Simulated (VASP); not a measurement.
# Y (P-1) in VASP: notebook

One crystal, Y, is run at these levels: PBE; tasks: single point.

Program: VASP 6.6.1. These are calculated values, not measurements. Logs are shortened: lines on timing, memory, paths and dates and some standing lists are left out, and cuts for length are marked.

### Step 1. The structure

The typed cell holds 2 atoms: a = 3.647 Å, b = 3.647 Å, c = 5.731 Å, α = 90.00°, β = 90.00°, γ = 120.00°.

### Step 2. Single point, PBE

Input file INCAR:

```
SYSTEM = Y
PREC = Accurate
ENCUT = 520
EDIFF = 1E-6
ISMEAR = 0
SIGMA = 0.05
LREAL = .False.
LASPH = .True.
NELM = 100
ALGO = Normal
ISIF = 2
LWAVE = .False.
LCHARG = .False.
GGA = PE
NBANDS = 18
```

Input file KPOINTS:

```
regular mesh
0
Gamma
  6 6 4
  0 0 0
```

Input file POSCAR:

```
Y
1.0
    3.6474000000      0.0000000000      0.0000000000
   -1.8237000000      3.1587410578      0.0000000000
    0.0000000000      0.0000000000      5.7306000000
Y
2
Direct
    0.6700770000      0.3217800000      0.7512290000
    0.3305060000      0.6741340000      0.2556330000
```

Potentials or basis: VASP PAW PBE potentials, release 64 (Y_sv).

Run with:

```
cat potpaw_PBE.64/Y_sv/POTCAR > POTCAR
mpirun -np 1 vasp_std > vasp.out
```

OUTCAR:

```text
SYSTEM = Y
   PREC = Accurate
   ENCUT = 520
   EDIFF = 1E-6
   ISMEAR = 0
   LREAL = .False.
   LASPH = .True.
   NELM = 100
   ISIF = 2
   GGA = PE

 ion  position               nearest neighbor table
   1  0.670  0.322  0.751-   2 3.50   2 3.52   2 3.54   2 3.57   2 3.58   2 3.62
   2  0.331  0.674  0.256-   1 3.50   1 3.52   1 3.54   1 3.57   1 3.58   1 3.62

  LATTYP: Found a hexagonal cell.
 ALAT       =     3.6474000000
 C/A-ratio  =     1.5711465702

  Lattice vectors:

 A1 = (   3.6474000000,   0.0000000000,   0.0000000000)
 A2 = (  -1.8237000000,   3.1587410578,   0.0000000000)
 A3 = (   0.0000000000,   0.0000000000,   5.7306000000)

Analysis of symmetry for initial positions (statically):
=====================================================================
 Subroutine PRICEL returns:
 Original cell was already a primitive cell.

 Routine SETGRP: Setting up the symmetry group for a
 hexagonal supercell.

 Subroutine GETGRP returns: Found  2 space group operations
 (whereof  1 operations were pure point group operations)
 out of a pool of 24 trial point group operations.

The static configuration has the point symmetry C_1 .
 The point group associated with its full space group is S_2 .

Analysis of symmetry for dynamics (positions and initial velocities):
=====================================================================
 Subroutine PRICEL returns:
 Original cell was already a primitive cell.

 Routine SETGRP: Setting up the symmetry group for a
 hexagonal supercell.

 Subroutine GETGRP returns: Found  2 space group operations
 (whereof  1 operations were pure point group operations)
 out of a pool of 24 trial point group operations.

The dynamic configuration has the point symmetry C_1 .
 The point group associated with its full space group is S_2 .

 Subroutine INISYM returns: Found  2 space group operations
 (whereof  1 operations are pure point group operations),
 and found     1 'primitive' translations

----------------------------------------------------------------------------------------

                                     Primitive cell

  volume of cell :      66.0233

  direct lattice vectors                    reciprocal lattice vectors
     3.647400000  0.000000000  0.000000000     0.274167900  0.158290911  0.000000000
    -1.823700000  3.158741058  0.000000000     0.000000000  0.316581822  0.000000000
     0.000000000  0.000000000  5.730600000     0.000000000  0.000000000  0.174501797

[... 82 lines left out ...]
   NELM   =    100;   NELMIN=  2; NELMDL= -5     # of ELM steps
   EDIFF  = 0.1E-05   stopping-criterion for ELM
   LREAL  =      F    real-space projection
   EDIFFG = 0.1E-04   stopping-criterion for IOM
   NSW    =      0    number of steps for IOM
   IBRION =     -1    ionic relax: 0-MD 1-quasi-New 2-CG
   NFREE  =      0    steps in history (QN), initial steepest desc. (CG)
   ISIF   =      2    stress and relaxation
   ISYM   =      2    0-nonsym 1-usesym 2-fastsym
   POTIM  = 0.5000    time-step for ionic-motion
   TEBEG  =    0.0;   TEEND  =   0.0 temperature during run
   PSTRESS=    0.0 pullay stress
   NELECT =      22.0000    total number of electrons
   NUPDOWN=      -1.0000    fix difference up-down
   EMIN   =  10.00;   EMAX   =-10.00  energy-range for DOS
   EFERMI =   0.00;   METHOD = LEGACY
   ISMEAR =     0;   SIGMA  =   0.05  broadening in eV -4-tet -1-fermi 0-gaus
   EFERMI_NEDOS =   21; number of points for ismear=-14 and -15
   IALGO  =     38    algorithm
   IMIX   =      4    mixing-type and parameters
     AMIX     =   0.40;   BMIX     =  1.00
     AMIX_MAG =   1.60;   BMIX_MAG =  1.00
  volume/ion in A,a.u.               =      33.01       222.77
  Fermi-wavevector in a.u.,A,eV,Ry     =   1.134967  2.144777 17.526345  1.288150
  Thomas-Fermi vector in A             =   2.271671
   LORBIT       =      0    0 simple, 1 ext, 2 COOP (PROOUT), +10 PAW based schemes
   GGA     = PE    functional components
   LHFCALC =     F    Hartree Fock is set to
   AEXX    =    0.0000 exact exchange contribution
   IVDW    =     0    specifies the selected vdW correction
   LEPSILON=     F    determine dielectric tensor
   LRPA    =     F    only Hartree local field effects (RPA)
 non-spin polarized calculation
 Gauss-broadening in eV      SIGMA  =   0.05
  energy-cutoff  :      520.00
  volume of cell :       66.02
 maximum number of plane-waves:      1806
   NGX = 13   NGY = 13   NGZ = 21

 number of electron      22.0000001 magnetization

 Free energy of the ion-electron system (eV)
  ---------------------------------------------------
  ext. energy  EPLUGINS =         0.00000000
  ---------------------------------------------------
  free energy    TOTEN  =       -12.87584037 eV

  energy without entropy =      -12.87079803  energy(sigma->0) =      -12.87331920

 E-fermi :   3.0383     XC(G=0):  -9.4085

 val. band max:        3.0340305819   @ k =   0.1667   0.3333  -0.2500
 cond. band min:       3.0438745904   @ k =   0.1667   0.1667   0.0000
 fundamental gap:      0.0098440086
 Fermi energy:         3.0382625852

 k-point     1 :       0.0000    0.0000    0.0000
  band No.  band energies     occupation
      1     -39.7349      2.00000
      2     -39.6633      2.00000
      3     -19.9975      2.00000
      4     -19.5456      2.00000
      5     -19.5287      2.00000
      6     -19.4560      2.00000
[... 481 lines left out ...]
      5     -19.5984      2.00000
      6     -19.5574      2.00000
[... 10 lines left out ...]
     17       6.1445      0.00000
     18       6.3105      0.00000

 [... further k-points ...]

------------------------ aborting loop because EDIFF is reached ----------------------------------------

  FORCE on cell =-STRESS in cart. coord.  units (eV):
  Direction    XX          YY          ZZ          XY          YZ          ZX
  --------------------------------------------------------------------------------------
  -------------------------------------------------------------------------------------
  Total        0.0161482      0.1631628     -0.3703423      0.0951970      0.0135276     -0.0163055
  in kB        0.3918650      3.9594436     -8.9870336      2.3101291      0.3282718     -0.3956838
  external PRESSURE =      -1.5452417 kB  Pullay stress =       0.0000000 kB

 VOLUME and BASIS-vectors are now :
 -----------------------------------------------------------------------------
  energy-cutoff  :      520.00
  volume of cell :       66.02
      direct lattice vectors                 reciprocal lattice vectors
     3.647400000  0.000000000  0.000000000     0.274167900  0.158290911  0.000000000
    -1.823700000  3.158741058  0.000000000     0.000000000  0.316581822  0.000000000
     0.000000000  0.000000000  5.730600000     0.000000000  0.000000000  0.174501797

 POSITION                                       TOTAL-FORCE (eV/Angst)
 -----------------------------------------------------------------------------------
      1.85721      1.01642      4.30499        -0.064752      0.069441      0.091506
     -0.02393      2.12941      1.46493         0.064752     -0.069441     -0.091506
 -----------------------------------------------------------------------------------
    total drift:                                0.000002      0.000001     -0.000001

  FREE ENERGIE OF THE ION-ELECTRON SYSTEM (eV)
  ---------------------------------------------------
  free  energy   TOTEN  =       -12.8758403721 eV

  energy  without entropy=      -12.8707980294  energy(sigma->0) =      -12.87331920
```

OSZICAR:

```text
N       E                     dE             d eps       ncg     rms          rms(c)
DAV:   1     0.880921098657E+02    0.88092E+02   -0.11317E+04  2736   0.116E+03
DAV:   2    -0.555500260114E+01   -0.93647E+02   -0.92141E+02  3370   0.257E+02
DAV:   3    -0.130561083084E+02   -0.75011E+01   -0.74106E+01  4840   0.429E+01
DAV:   4    -0.132737927361E+02   -0.21768E+00   -0.21752E+00  3326   0.746E+00
DAV:   5    -0.132796133787E+02   -0.58206E-02   -0.58189E-02  4014   0.934E-01    0.331E+01
DAV:   6    -0.129450308843E+02    0.33458E+00   -0.42903E-01  2954   0.400E+00    0.206E+01
DAV:   7    -0.128881441039E+02    0.56887E-01   -0.86747E-01  3632   0.522E+00    0.182E+00
DAV:   8    -0.128764976102E+02    0.11646E-01   -0.15832E-01  3448   0.224E+00    0.104E+00
DAV:   9    -0.128758011078E+02    0.69650E-03   -0.30562E-03  3908   0.342E-01    0.293E-01
DAV:  10    -0.128758606829E+02   -0.59575E-04   -0.12037E-03  3076   0.304E-01    0.215E-01
DAV:  11    -0.128758419159E+02    0.18767E-04   -0.62066E-05  3740   0.591E-02    0.295E-02
DAV:  12    -0.128758390647E+02    0.28512E-05   -0.18409E-05  2978   0.372E-02    0.297E-02
DAV:  13    -0.128758401013E+02   -0.10367E-05   -0.46471E-06  2942   0.198E-02    0.282E-03
DAV:  14    -0.128758403721E+02   -0.27075E-06   -0.17353E-07  1648   0.300E-03
   1 F= -.12875840E+02 E0= -.12873319E+02  d E =-.504234E-02
```

stdout:

```text
POSCAR found type information on POSCAR Y
 POSCAR found :  1 types and       2 ions
 scaLAPACK will be used
 LDA part: xc-table for (Slater+PW92), standard interpolation
 POSCAR, INCAR and KPOINTS ok, starting setup
 FFT: planning ... GRIDC
 FFT: planning ... GRID_SOFT
 FFT: planning ... GRID
 WAVECAR not read
 entering main loop
```

Run time: 66 s. Hardware: 1 thread of Intel Xeon Platinum 8488C (Sapphire Rapids), shared host; peak memory 0.24 GiB.

What came out:

- Free energy: -12.8758 eV
- Pressure: -0.2 GPa
- Largest force: 0.132 eV/Å
- Band gap on the k mesh: none (metal or under the smearing width)

Forces on the atoms (eV/Å):
```
Y   -0.065  0.069  0.092
Y    0.065 -0.069 -0.092
```

Stress tensor (GPa, compression positive):
```
 0.04  0.23 -0.04
 0.23  0.40  0.03
-0.04  0.03 -0.90
```

### Step 3. Single point, PBE

Input file INCAR:

```
PREC = Accurate ; ENCUT = 520
EDIFF = 1E-6 ; ISMEAR = 0
SIGMA = 0.05 ; LREAL = False
LASPH = True ; NELM = 100
ALGO = Normal ; ISIF = 2
LWAVE = False ; LCHARG = True
GGA = PE ; LELF = True
LVHAR = True ; NBANDS = 18
```

Input file KPOINTS:

```
regular mesh
0
Gamma
  6 6 4
```

POSCAR is that of step 2.

Potentials or basis: VASP PAW PBE potentials, release 64 (Y_sv).

Run with:

```
cat potpaw_PBE.64/Y_sv/POTCAR > POTCAR
mpirun -np 1 vasp_std > vasp.out
```

Wall time 67 s (1 thread of Intel Xeon Platinum 8488C (Sapphire Rapids), shared host); peak memory 0.24 GiB.

It converged, with:

| Item | Value |
| --- | --- |
| Free energy | -12.8758 eV |
| Pressure | -0.2 GPa |
| Largest force | 0.132 eV/Å |
| Band gap on the k mesh | none (metal or under the smearing width) |

Forces on the atoms (eV/Å):
```
Y   -0.065  0.069  0.092
Y    0.065 -0.069 -0.092
```

Stress tensor (GPa, compression positive):
```
 0.04  0.23 -0.04
 0.23  0.40  0.03
-0.04  0.03 -0.90
```

Levels at points of the mesh, in eV from the Fermi level:
```csv
k point,band 8,band 9,band 10,band 11,band 12,band 13,band 14,band 15
"(0.00, 0.00, 0.00)",-22.45,-4.74,-1.92,0.80,1.65,1.72,1.92,2.25
"(0.50, 0.00, 0.00)",-22.55,-1.72,-1.24,-0.85,-0.17,1.27,1.43,1.95
"(0.00, 0.50, 0.00)",-22.55,-1.68,-1.25,-0.80,-0.18,1.18,1.44,1.92
"(0.50, 0.50, 0.00)",-22.54,-1.79,-1.23,-0.95,-0.17,1.38,1.51,2.06
"(0.00, 0.00, 0.50)",-22.53,-3.33,-3.31,0.81,0.95,1.58,1.58,1.63
"(0.50, 0.00, 0.50)",-22.59,-1.72,-1.71,-0.01,0.03,1.27,1.31,2.68
"(0.00, 0.50, 0.50)",-22.59,-1.73,-1.72,0.02,0.06,1.25,1.28,2.68
"(0.50, 0.50, 0.50)",-22.60,-1.68,-1.67,-0.07,-0.04,1.33,1.38,2.65
```
